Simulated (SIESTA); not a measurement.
Runs of SIESTA 5.4.2 on Al2Pt. It takes space group Fm-3m (No. 225, cubic). The conventional cell has a = 5.910 Å, b = 5.910 Å, c = 5.910 Å, α = 90.00°, β = 90.00°, γ = 90.00°. Around Pt (site symmetry m-3m) lie 8 Al at 2.56 Å. Around Al (site symmetry -43m) lie 4 Pt at 2.56 Å. 

| task | level | potentials or basis | spin | cell | k mesh | optimiser | force tolerance | stress tolerance (GPa) | grid cutoff | gap on the mesh (eV) | pressure (GPa) |
| --- | --- | --- | --- | --- | --- | --- | --- | --- | --- | --- | --- |
| band structure | LDA | PseudoDojo 0.4 standard (LDA files), DZP (energy shift 0.003 Ry; two zetas on semicore shells) | off | as given | 8 × 8 × 8 | - | - | - | 800 Ry | none | -3.0 |
| relaxation of cell and atoms | PBEsol | PseudoDojo 0.4 standard (PBEsol files), DZP (energy shift 0.003 Ry; two zetas on semicore shells) | off | relaxed | 6 × 6 × 6 | Broyden | 0.01 eV/Å | 0.05 | 1200 Ry | none | 0.0 |
| band structure | PBEsol | PseudoDojo 0.4 standard (PBEsol files, fully relativistic), DZP (energy shift 0.003 Ry; two zetas on semicore shells) | non-collinear, zero start, SOC | as given | 6 × 6 × 6 | - | - | - | 800 Ry | none | (a) |
| band structure | PBEsol | PseudoDojo 0.4 standard (PBEsol files), DZP (energy shift 0.003 Ry; two zetas on semicore shells) | off | as given | 6 × 6 × 6 | - | - | - | 800 Ry | none | 0.1 |

Alike in all rows: smearing fermi-dirac 0.05 eV; energy shift 0.003 Ry.

Q: Fill in the values left out.

A: (a) -1.2.

Caveats: short orbitals over semicore shells can move pressures by several GPa; the basis of atomic orbitals isn't converged, which shifts pressures, moduli and gaps; spin-orbit coupling is left out, which moves the levels of the heavy elements (some runs).

A k mesh can miss the band edges, and rows without SOC leave out spin-orbit coupling on Pt.

A gap of «none» marks a metal or a gap under the smearing width.
